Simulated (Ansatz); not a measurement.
# Ge: strain energy, fitted

Ge, Fd-3m, a = 5.675 Å. Ansatz: r2SCAN, PAW, 500 eV, Γ-centred 10×10×6 mesh on 4 atoms, Gaussian smearing 0.02 eV; no spin polarisation. Series: biaxial strain in the a-b plane, c and atoms relaxed; x is the strain in per cent. The axes a, b, c are those of the computed cell (4.013, 4.013, 5.675 Å), along [1 1 0], [-1 1 0], [0 0 1] of the cell named above. y is the free energy over the unstrained cell, V0 = 22.844 Å³/atom.

| x (%) | y (meV/atom) |
| --- | --- |
| -6.0 | 83.22 |
| -4.0 | 35.36 |
| -2.0 | 8.49 |
| 0.0 | 0.00 |
| 2.0 | 7.38 |
| 4.0 | ? |
| 6.0 | 60.51 |

Q: Fit y = c2 x² + c3 x³ to the other rows, turn c2 into a modulus, and predict the missing energy.

A: Least squares on the rows shown. y = 1.9964 x² − 0.052626 x³. In eV per unit strain² c2 is 19.96; M is the biaxial modulus (E = M V0 ε²): 19.96 × 160.2 / (22.844) = 140 GPa. At x = 4.0 the fit asked for gives 28.57 meV/atom. The run gave 28.18 meV/atom, so the fit is 0.39 meV/atom too high, 0.47 % of the span of the series, against an rms of 0.09 meV/atom on the fitted rows. With a term in x⁴ added, a fit to the same known rows predicts 28.58 meV/atom, no real gain.

Where the gap has closed, the smearing of 0.02 eV or less is narrow for a metal on this mesh.